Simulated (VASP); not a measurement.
Input of a VASP 6.6.1 run:

POSCAR

```
B
1.0
    1.8852400000      0.0000000000      0.0000000000
    0.0000000000      1.8852400000      0.0000000000
    0.0000000000      0.0000000000      1.8852400000
B
1
Direct
    0.5000000000      0.5000000000      0.5000000000
```

File INCAR.step1:

```
SYSTEM = B
ALGO = Normal
EDIFF = 1E-5
ENCUT = 700
GGA = PE
ISIF = 2
ISMEAR = -1
LASPH = .TRUE.
LCHARG = .FALSE.
LREAL = .FALSE.
LWAVE = .TRUE.
NELM = 100
PREC = Accurate
SIGMA = 0.05
```

Contents of INCAR.step2:

```
SYSTEM = B
AEXX = 0.25
ALGO = Normal
EDIFF = 1E-7
ENCUT = 700
GGA = PE
HFSCREEN = 0.1
ISIF = 2
ISMEAR = -1
ISTART = 1
LASPH = .TRUE.
LCHARG = .FALSE.
LHFCALC = .TRUE.
LREAL = .FALSE.
LWAVE = .FALSE.
NELM = 100
PREC = Accurate
PRECFOCK = Fast
SIGMA = 0.05
```

The input KPOINTS:

```
k-points
0
G
  7 7 7
  0 0 0
```

Potentials or basis: VASP PAW PBE potentials, release 64 (B).

Launch:

```console
$ cat potpaw_PBE.64/B/POTCAR > POTCAR
$ cp INCAR.step1 INCAR
$ mpirun -np 1 vasp_std > vasp.out
$ cp INCAR.step2 INCAR
$ mpirun -np 1 vasp_std > vasp.out
```

Q: What does it give for the pressure?

A: -5.0 GPa.

Q: Estimate the band gap on the k mesh.

A: None (metal or under the smearing width).

Caveat: the k mesh is coarse (spacing up to 0.48 Å⁻¹), so the values aren't converged, least of all with exact exchange; the PAW data sets were made with another functional, which shifts forces and pressure a little.
